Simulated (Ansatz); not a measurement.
## InP: pressure against volume

InP, F-43m, a = 5.960 Å. Ansatz: PBE, PAW, 420 eV, Γ-centred 10×10×10 mesh on 2 atoms, Gaussian smearing 0.02 eV; no spin polarisation. Symmetry fixes shape and atoms, so the cell is only scaled; pressure is positive in compression.

| V (Å³/atom) | P (GPa) |
| --- | --- |
| 24.877 | 4.23 |
| 25.671 | 1.92 |
| 26.465 | -0.02 |
| 27.258 | -1.66 |
| 28.052 | ? |

Question: Take V0 = 26.465 Å³/atom, count pressures from its P0 = -0.02 GPa, fit the third-order Birch–Murnaghan form to the other rows, and predict the missing pressure.

Answer: With the Eulerian strain f = ½[(V0/V)^(2/3) − 1] and y = (P − P0)/[3f(1 + 2f)^(5/2)], the form is the line y = B0 + 1.5 B0 (B0′ − 4) f. Rows (f, y): 0.02106, 60.7; 0.01026, 59.9; -0.00975, 58.9. Means f = 0.007190, y = 59.833; Σ(Δf)² = 0.0004888, ΣΔfΔy = 0.02804; the slope is their ratio. y = 59.42 + 57.36 f GPa, so B0 = 59.4 GPa and B0′ = 4 + 2 × (57.36)/(3 × 59.42) = 4.64. At V = 28.052, f = -0.01904, y = 58.33 and P = -3.04 GPa. The run gave -3.03 GPa, so the fit is 0.01 GPa too low, a small miss on the scale of the series. The form still works here, 33 % of the fitted range beyond its end.